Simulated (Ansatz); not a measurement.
# Zn (P-1) in Ansatz: convergence with xc grid

Aim: find how far xc grid must go before the results for Zn settle, at LDA. This setting moves, with any that are tied to it; all else stays.

Everything below comes from runs of Ansatz 0.2.0. Logs are shortened: lines on timing, memory, paths and dates and some standing lists are left out, and cuts for length are marked.

**1. The cell of the first run**

The typed cell holds 1 atom: a = 2.665 Å, b = 2.733 Å, c = 2.823 Å, α = 113.36°, β = 107.16°, γ = 109.60°.

This isn't the form of Zn at room conditions, which is hcp.

The cell isn't the ideal one: cell strained at random at fixed volume.

**2. With xc grid 1**

Contents of input.yaml:

```yaml
crystal:
  lattice:
    - [-1.527139, 1.561731, 1.526905]
    - [1.486471, -1.658779, 1.583285]
    - [1.565847, 1.697488, -1.623953]
  atoms:
    - { symbol: Zn, position: [0.01976, -0.004689, 0.010934] }
hamiltonian:
  xc: lda
  pseudopotentials: { kind: paw }
kpoints:
  mp_grid: { grid: [9, 9, 8] }
scf:
  occupations: { method: gaussian, width: 0.1 }
output:
  forces: true
  stress: true
  eigenvalues: true
basis:
  xc_grid: 1
```

Potentials or basis: Ansatz PAW.

Command:

```
$ ansatz run input.yaml --threads 2 --pin off --max-ram 5632MiB --backend cpu --events-out ev --progress --plain --runs-dir out
```

The log of the run:

```text
Warning: RAYON_NUM_THREADS=2 ignored (pool sized by the plan → 2); use --threads N
Engine: ansatz 0.2.0, x86_64-unknown-linux-gnu
Pseudopotentials: kind: paw
Pseudopotential: Zn, paw, valence charge 12, recommended cutoff 420 eV (normal), Zn.paw.azcp
Functional definition: SPW92
  exchange = slater_x
  correlation = pw_c
Crystal: 1 atoms, lattice volume = 15.451 Å³
Basis set: ecut = 420 eV, 315 PW (Γ)
Bands: 10, of which v1, the nominal top of the filled ones, is band 6 counted from 1 (5 counted from 0)
Symmetry: 2 space group operations
Space group: P-1 (ITA 2), of the structure as read, at distance tolerance 2.5e-5 Å
k-points: 325 of 648
Non-local potential: Zn, projectors of the file, l = 0: 2, l = 1: 2, l = 2: 3, l = 3: 1
PAW form: soft (Blöchl's): semilocal exchange-correlation on the pseudo side does not see the compensation charge
PAW frozen core: Zn, regenerated for the run's functional, and the local potential with it (the file was generated under x = pbe(κ = 0.804, μ = 0.2195149727645171), c = pbe(β = 0.06672455060314922))
PAW one-centre angular grid: Zn, 590 points (default); XC on 64 Gauss nodes
Initial density: superposition of atomic densities (neutral atoms: chi_scale 0, normalization atom), corrected by the library's trained network
Initial wavefunctions: pseudopotential atomic-orbital guess
Functional: x = slater, c = lda
SCF iter   1: F=—  HF=-3246.113976 eV  |F-HF|=—  |Δ(HF+E_count)|=         —  Δρ=4.08e-3  dr2=1.14e-3  ethr=1.77e-3  ⟨swp⟩=4.8  Hψ=21016  notcnv=0
preconditioner: auto → none  [metal: Δε(μ)=0.019 eV  Ē_g=17.123 eV  σ=0.100 eV  W_gap=0.11  n_scr=0 (ndim 8)  ℏωp=32.7 eV  f_vac=0.000  D(μ)=0.45/eV (n_scr^D=0)]
SCF iter   2: F=—  HF=-3246.113444 eV  |F-HF|=—  |Δ(HF+E_count)|=   5.32e-4  Δρ=2.18e-3  dr2=2.79e-4  ethr=9.50e-6  ⟨swp⟩=2.6  Hψ=7548  notcnv=0
SCF iter   3: F=—  HF=-3246.113470 eV  |F-HF|=—  |Δ(HF+E_count)|=   2.65e-5  Δρ=6.64e-4  dr2=4.55e-5  ethr=2.33e-6  ⟨swp⟩=2.0  Hψ=4810  notcnv=0
SCF iter   4: F=—  HF=-3246.113458 eV  |F-HF|=—  |Δ(HF+E_count)|=   1.20e-5  Δρ=5.52e-4  dr2=2.17e-5  ethr=3.79e-7  ⟨swp⟩=2.0  Hψ=5191  notcnv=0
SCF iter   5: F=—  HF=-3246.113450 eV  |F-HF|=—  |Δ(HF+E_count)|=   8.65e-6  Δρ=2.34e-4  dr2=3.85e-6  ethr=1.81e-7  ⟨swp⟩=2.2  Hψ=4971  notcnv=0
SCF iter   6: F=—  HF=-3246.113448 eV  |F-HF|=—  |Δ(HF+E_count)|=   1.86e-6  Δρ=4.79e-5  dr2=1.56e-7  ethr=3.21e-8  ⟨swp⟩=2.0  Hψ=4880  notcnv=0
SCF iter   7: F=-3246.113448 eV  HF=-3246.113448 eV  |F-HF|=3.12e-9  |Δ(HF+E_count)|=   7.34e-8  Δρ=5.78e-6  dr2=2.16e-9  ethr=8.33e-10  ⟨swp⟩=5.7  Hψ=15943  notcnv=0
SCF 1 converged in 7 iterations: F = -3246.113448 eV  dr2 = 2.16e-9
SCF converged after 7 iterations
Free energy (F): -3246.113448 eV
Harris-Foulkes:  -3246.113448 eV  (|F-HF|=3.12e-9)
Internal energy: -3246.111214 eV  (E = F + TS)
E sigma→0 (E₀):  -3246.112331 eV
Entropy (-TS):   -0.002234 eV (-2.234 meV/atom)
Fermi energy:    10.499748 eV
--- Per-component energies (eV) ---
  E_band       = 41.495988
  E_kinetic    = 131.312008
  E_local      = -1547.270855  (includes V_loc(G=0)·N_el)
  E_nonlocal   = 613.776338
  E_hartree    = 645.598703
  E_xc         = -135.772410
  E_vxc        = -53.784467  (∫ρ·V_xc dr)
  E_paw        = -1753.645278  (= ΣΔE_a)
  E_vpaw       = -393.736321  (= ΣTr[D̂ρ^β])
  E_aug_tail   = -0.000359  (compensation charges beyond the density's cutoff)
  E_ewald      = -1201.666502
  E_core_change = 1.557141  (= ΣΔE_core)
  E_smearing   = -0.002234  (= −TS)
  E_closure    = 0.000000  (closes the sum)
  Σ components = -3246.113448   (vs F -3246.113448, Δ=0.00e0)
--- Forces (eV/Å), atoms counted from 1 ---
  atom   1  Zn     0.00000000     0.00000000     0.00000000
  max |Σ_I F_I| component: 0.00e0 eV/Å
--- Stress (GPa, compression-positive) ---
       -8.050514       1.130123       0.649608
        1.130123      -8.172523      -2.078955
        0.649608      -2.078955      -8.040521
  P = ⅓ Tr σ = -8.0879 GPa (-80.879 kbar)
--- Band table (eV; the first three rows and the last of 325) ---
  k-point 0: bands = ["0.1460", "2.6000", "2.6288", "2.8388", "3.1583", "3.2405", "27.2424", "28.9851", "29.7679", "30.5927"]
  k-point 1: bands = ["0.6154", "2.6036", "2.6480", "2.8934", "3.1458", "3.2240", "23.7950", "25.9108", "27.9446", "29.7314"]
  k-point 2: bands = ["1.7399", "2.5254", "2.9514", "3.1139", "3.1316", "3.2214", "17.9615", "23.9406", "25.6050", "27.6215"]
  k-point 324: bands = ["2.4181", "2.5537", "2.7933", "3.1247", "3.1880", "5.2825", "16.4133", "17.9430", "19.2549", "32.1278"]
```

Run time: 3.9 s. Hardware: 2 threads of Intel Xeon at 2.50GHz (Skylake/Cascade Lake), shared host; peak memory 0.35 GiB.

What came out:

| Property | Result |
| --- | --- |
| Free energy | -3246.1134 eV |
| Pressure | -8.1 GPa |
| Band gap on the k mesh | none (metal or under the smearing width) |

**3. With xc grid 2**

input.yaml: that of step 2 with these lines changed.

```diff
@@ -19,2 +19,2 @@
 basis:
-  xc_grid: 1
+  xc_grid: 2
```

Potentials or basis: Ansatz PAW.

Command:

```
$ ansatz run input.yaml --threads 2 --pin off --max-ram 5632MiB --backend cpu --events-out ev --progress --plain --runs-dir out
```

Wall time 4.2 s (2 threads of Intel Xeon at 2.50GHz (Skylake/Cascade Lake), shared host); peak memory 0.35 GiB.

What came out:

```yaml
Free_energy: -3246.1134 eV
Pressure: -8.1 GPa
Band_gap_on_the_k_mesh: none (metal or under the smearing width)
```

**4. With xc grid 3**

input.yaml: that of step 3 with these lines changed.

```diff
@@ -19,2 +19,2 @@
 basis:
-  xc_grid: 2
+  xc_grid: 3
```

Command:

```
$ ansatz run input.yaml --threads 2 --pin off --max-ram 5632MiB --backend cpu --events-out ev --progress --plain --runs-dir out
```

Run time: 5.1 s. Hardware: 2 threads of Intel Xeon at 2.50GHz (Skylake/Cascade Lake), shared host; peak memory 0.35 GiB.

Results (log left out):

| Quantity | Value |
| --- | --- |
| Free energy | -3246.1134 eV |
| Pressure | -8.1 GPa |
| Band gap on the k mesh | none (metal or under the smearing width) |

**5. With xc grid 4**

input.yaml: that of step 4 with these lines changed.

```diff
@@ -19,2 +19,2 @@
 basis:
-  xc_grid: 3
+  xc_grid: 4
```

Command:

```
$ ansatz run input.yaml --threads 2 --pin off --max-ram 5632MiB --backend cpu --events-out ev --progress --plain --runs-dir out
```

Run time: 4.7 s. Hardware: 2 threads of Intel Xeon at 2.50GHz (Skylake/Cascade Lake), shared host; peak memory 0.35 GiB.

It converged, with:

```
Free energy            : -3246.1134 eV
Pressure               : -8.1 GPa
Band gap on the k mesh : none (metal or under the smearing width)
```

**6. With xc grid 5**

input.yaml: that of step 5 with these lines changed.

```diff
@@ -19,2 +19,2 @@
 basis:
-  xc_grid: 4
+  xc_grid: 5
```

Potentials or basis: Ansatz PAW.

Command:

```
$ ansatz run input.yaml --threads 2 --pin off --max-ram 5632MiB --backend cpu --events-out ev --progress --plain --runs-dir out
```

It took 4.2 s on 2 threads of Intel Xeon at 2.50GHz (Skylake/Cascade Lake), shared host; peak memory 0.36 GiB.

The run converged. Its results:

| Quantity | Value |
| --- | --- |
| Free energy | -3246.1134 eV |
| Pressure | -8.1 GPa |
| Band gap on the k mesh | none (metal or under the smearing width) |

**7. Result**

```csv
xc grid,"energy less the tightest run, at zero smearing (meV/atom)",SCF cycles,CPU time (s),peak memory (GiB)
1,0.00,7,6.8,0.35
2,0.00,7,6.9,0.35
3,0.00,7,7.2,0.35
4,0.00,7,7.2,0.35
5,0.00,7,7.2,0.36
```

Against the tightest run, the energy stays within 1 meV/atom from 1 on. The tightest run that finished is the yardstick and may itself not be fully converged.

Caveats: the PAW data sets come from PBE, with cores solved anew for the run's functional, which leaves a small shift of forces and pressure.
